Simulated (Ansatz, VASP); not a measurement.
**Two plane-wave programs on MgSe**

```
Mg Se
1.0
     0.00000    2.68028    2.68028
     2.68028    0.00000    2.68028
     2.68028    2.68028    0.00000
Mg Se
1 1
Direct
  0.00000 0.00000 0.00000
  0.50000 0.50000 0.50000
```

Alike in both runs: task single point; functional r2SCAN; k mesh 8 × 8 × 8; occupations gaussian, width 0.02 eV; no spin polarisation.

|  | VASP | Ansatz |
| --- | --- | --- |
| version | VASP 6.6.1 | Ansatz 0.2.0 |
| potentials or method | VASP PAW PBE potentials, release 64 (Mg, Se) | scalar-relativistic, plane waves, PAW |
| plane-wave cutoff (eV) | 520 | 500 |
| valence electrons in the cell | 8 | 26 |

|  | VASP | Ansatz | Ansatz less VASP |
| --- | --- | --- | --- |
| gap on the k mesh at the Fermi level (eV) | 2.55 | 2.58 | +0.036 |
| least direct gap on the mesh (eV) | 3.87 | 3.90 | +0.026 |
| pressure (GPa) | 4.3 | 4.6 | +0.30 |

The two sets of potentials don't hold the same shells in valence.

Caveats: the PAW data sets were made with another functional, which shifts forces and pressure a little (VASP). A k mesh can miss the band edges. r2SCAN opens gaps a little over a GGA but as a rule still falls short of measured ones.
